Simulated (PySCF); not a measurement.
Q: Give a GFN2-xTB geometry of InChI=1S/C7H8/c1-2-7-4-3-6(1)5-7/h1-4,6-7H,5H2/t6-,7+.

A: 
Z-matrix in Å and degrees, rows numbered from 1:
```
C 
C   1  1.3242
C   2  1.5218  1  107.15
C   3  1.5219  2  105.48  1    66.01
C   4  1.3242  3  107.18  2   -66.06
C   5  1.5218  4  107.15  3     0.03
C   3  1.5394  2   98.79  1   -35.72
H   1  1.0733  2  129.18  3  -177.68
H   2  1.0734  1  129.13  3   177.71
H   3  1.0861  2  116.36  1  -163.34
H   4  1.0733  3  123.62  2   111.80
H   5  1.0735  4  129.14  3   177.63
H   6  1.0861  1  116.36  2   163.32
H   7  1.0899  3  113.36  2   170.51
H   7  1.0899  3  113.40  2   -63.15
```

The 5-membered ring C1–C2–C3–C7–C6 has internal angles of 92.4° to 107.2° (sum 504°, against 540° for a flat polygon); it is puckered, 0.27 Å rms from its mean plane, widest ring torsion 54°. The 5-membered ring C3–C4–C5–C6–C7 has internal angles of 92.4° to 107.2° (sum 504°, against 540° for a flat polygon); it is puckered, 0.27 Å rms from its mean plane, widest ring torsion 54°. The 8 C–C bonds span 1.324 Å (C1=C2, drawn double) to 1.540 Å (C6–C7, drawn single), a spread of 0.216 Å.

The geometry is computed with GFN2-xTB (gas phase).

Point group: C2v (every atom within 0.08 Å of its image). No GFN2-xTB frequencies stand behind this structure, so it isn't proved a minimum.
